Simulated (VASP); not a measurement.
The system is CdTe.

```xyz
2
Lattice="0.0000 3.2050 3.2050 3.2050 0.0000 3.2050 3.2050 3.2050 0.0000" Properties=species:S:1:pos:R:3 pbc="T T T"
Te    4.8075    4.8075    4.8075
Cd    0.0000    0.0000    0.0000
```

Program: VASP 6.6.1. Alike in all runs: task band structure; potentials or basis VASP PAW PBE potentials, release 64 (Te, Cd); no spin polarisation; cell as given; cutoff (eV) 520; smearing gaussian 0.02 eV.

Order these runs on this cell by their band gap on the k mesh, lowest first.
A. level PBE0; k mesh 6 × 6 × 6; ladder gaps; grid for exact exchange (PRECFOCK) Fast; exchange at q = 0 truncated
B. level TB-mBJ; k mesh 8 × 8 × 8; ladder free
C. level r2SCAN; k mesh 8 × 8 × 8; ladder free
D. level HSE06; k mesh 6 × 6 × 6; ladder gaps; grid for exact exchange (PRECFOCK) Fast; screening parameter 0.2 1/A

C (1.38 eV), D (1.67 eV), B (1.91 eV), A (2.26 eV).

Caveats: spin-orbit coupling is left out, which moves the levels of the heavy elements.
